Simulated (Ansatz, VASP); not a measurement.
PtSe2 (Sudovikovite) in VASP and in Ansatz

```xyz
3
Lattice="3.7069 0.0000 0.0000 -1.8535 3.2103 0.0000 0.0000 0.0000 31.1215" Properties=species:S:1:pos:R:3 pbc="T T T"
Se    1.8535    1.0701   14.2360
Se    0.0000    2.1402   16.8855
Pt    0.0000    0.0000   15.5608
```

Alike in both runs: task single point; functional PBE; dispersion D3(BJ); k mesh 9 × 9 × 1; occupations gaussian, width 0.02 eV; no spin polarisation.

|  | VASP | Ansatz |
| --- | --- | --- |
| version | VASP 6.6.1 | Ansatz 0.2.0 |
| potentials or method | VASP PAW PBE potentials, release 64 (Se, Pt) | scalar-relativistic, plane waves, PAW |
| plane-wave cutoff (eV) | 520 | 420 |
| valence electrons in the cell | 22 | 50 |

```csv
,VASP,Ansatz,Ansatz less VASP
gap on the k mesh at the Fermi level (eV),1.35,1.36,+0.011
least direct gap on the mesh (eV),1.58,1.59,+0.008
```

The functional is the same, so the differences come from potentials, cutoffs and numerics. The two sets of potentials don't hold the same shells in valence. Ansatz warned: «xc_potential_rough_in_thin_density».

Caveats: spin-orbit coupling is left out, which moves the levels of the heavy elements.
